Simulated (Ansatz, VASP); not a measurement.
# GaCo in VASP and in Ansatz

INCAR

```
SYSTEM = GaCo
PREC = Accurate
ENCUT = 520
EDIFF = 1E-6
ISMEAR = -1
SIGMA = 0.08
LREAL = .FALSE.
LASPH = .TRUE.
NELM = 100
ALGO = Normal
ISIF = 2
LWAVE = .FALSE.
LCHARG = .FALSE.
NBANDS = 18
```

File KPOINTS:

```
Automatic mesh
0
G
  11 11 11
  0 0 0
```

File POSCAR:

```
GaCo
1.0
    2.6716985326      0.0000000000      0.0000000000
    0.0000000000      2.6716985326      0.0000000000
    0.0000000000      0.0000000000      2.6716985326
Ga Co
1 1
Direct
    0.5000000000      0.5000000000      0.5000000000
    0.0000000000      0.0000000000      0.0000000000
```

Input for Ansatz:

```yaml
crystal:
  lattice:
    - [2.6716985326, 0.0, 0.0]
    - [0.0, 2.6716985326, 0.0]
    - [0.0, 0.0, 2.6716985326]
  atoms:
    - { symbol: Ga, position: [0.5, 0.5, 0.5] }
    - { symbol: Co, position: [0.0, 0.0, 0.0] }
kpoints:
  mp_grid: { grid: [11, 11, 11] }
scf:
  occupations: { method: fermi_dirac, width: 0.08 }
  lower_state_search: "off"
hamiltonian:
  xc: lda
  pseudopotentials: { kind: paw }
output:
  forces: true
  stress: true
  eigenvalues: true
```

Change from the starting cell: volume scaled by 0.8, no spin polarisation, PAW files.

Alike in both runs: task single point; functional LDA; k mesh 11 × 11 × 11; occupations fermi-dirac, width 0.08 eV; no spin polarisation.

|  | VASP | Ansatz |
| --- | --- | --- |
| version | VASP 6.6.1 | Ansatz 0.2.0 |
| potentials or method | VASP PAW LDA potentials, release 64 (Ga_d, Co) | PAW with Ansatz's default frozen-core files, scalar-relativistic |
| plane-wave cutoff (eV) | 520 | 420 |
| valence electrons in the cell | 22 | 30 |

```csv
,VASP,Ansatz,Ansatz less VASP
pressure (GPa),48.3,47.0,-1.31
```

The two sets of potentials don't hold the same shells in valence.

Caveats: so large a pressure means that the cell lies far from this level's equilibrium, or that cutoff or potentials fall short (VASP). Spin polarisation is off, so any magnetic state and its effect on volume and gap are missing.
